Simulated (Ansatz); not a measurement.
# SnO2: how the free axis answers a strain

SnO2, P4_2/mnm, a = 4.769 Å, c = 3.212 Å. Ansatz: PBEsol, PAW, 420 eV, Γ-centred 6×6×8 mesh on 6 atoms, Gaussian smearing 0.02 eV; no spin polarisation. Series: biaxial strain in the a-b plane, c and atoms relaxed; x is the strain in per cent. y is the change of c in per cent of 3.212 Å.

| x (%) | y (%) |
| --- | --- |
| -6.0 | ? |
| -4.0 | 3.32 |
| -2.0 | 1.54 |
| 0.0 | 0.00 |
| 2.0 | -1.31 |
| 4.0 | -2.40 |
| 6.0 | -3.30 |

Fit y = c1 x + c2 x² to the other rows, say what c1 measures, and predict the missing y.

Least squares on the rows shown. y = −0.7162 x + 0.02801 x². With no stress along c, c1 = −2C13/C33 = -0.716. At x = -6.0 the fit asked for gives 5.31 %. The run gave 5.37 %, so the fit is 0.06 % too low, 0.69 % of the span of the series, against an rms of 0.01 % on the fitted rows. The row lies outside the fitted range. With a term in x³ added, a fit to the same known rows predicts 5.37 %, so most of the miss is curvature that the known rows already hold.